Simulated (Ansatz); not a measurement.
The same hydrogen abstraction along the group C, Si, Ge.

Isolated molecules relaxed with PBE0-D4/def2-TZVP in Ansatz; ΔE leaves out vibrations. CCSD(T)/CBS is the MP2 limit (def2-TZVPP, def2-QZVPP) plus CCSD(T) − MP2 in def2-TZVPP, frozen cores. This one scheme is used for every species. DFT in def2-TZVPP. Open shells (•) are unrestricted, without spin–orbit coupling. For Ge outer-core shells are correlated without core-valence functions, which leaves a few kJ/mol of doubt a bond. Scalar relativity is left out up to krypton.

```json
{"reaction": "`FC(F)F` + `[OH]`• → `F[C](F)F`• + H₂O", "ωB97X-V (kcal/mol)": "-10.8", "B97M-V (kcal/mol)": "-9.6", "B2PLYP (kcal/mol)": "-12.1", "CCSD(T)/CBS(def2) (kcal/mol)": "-12.1"}
{"reaction": "`F[SiH](F)F` + `[OH]`• → `F[Si](F)F`• + H₂O", "ωB97X-V (kcal/mol)": "-17.5", "B97M-V (kcal/mol)": "-16.9", "B2PLYP (kcal/mol)": "-19.6", "CCSD(T)/CBS(def2) (kcal/mol)": "-20.2"}
{"reaction": "`[F][GeH]([F])[F]` + `[OH]`• → `[F][Ge]([F])[F]`• + H₂O", "ωB97X-V (kcal/mol)": "-30.9", "B97M-V (kcal/mol)": "-30.6", "B2PLYP (kcal/mol)": "-33.1", "CCSD(T)/CBS(def2) (kcal/mol)": "-31.5"}
```

Largest T1 diagnostic: 0.015, for `[F][Ge]([F])[F]`•.
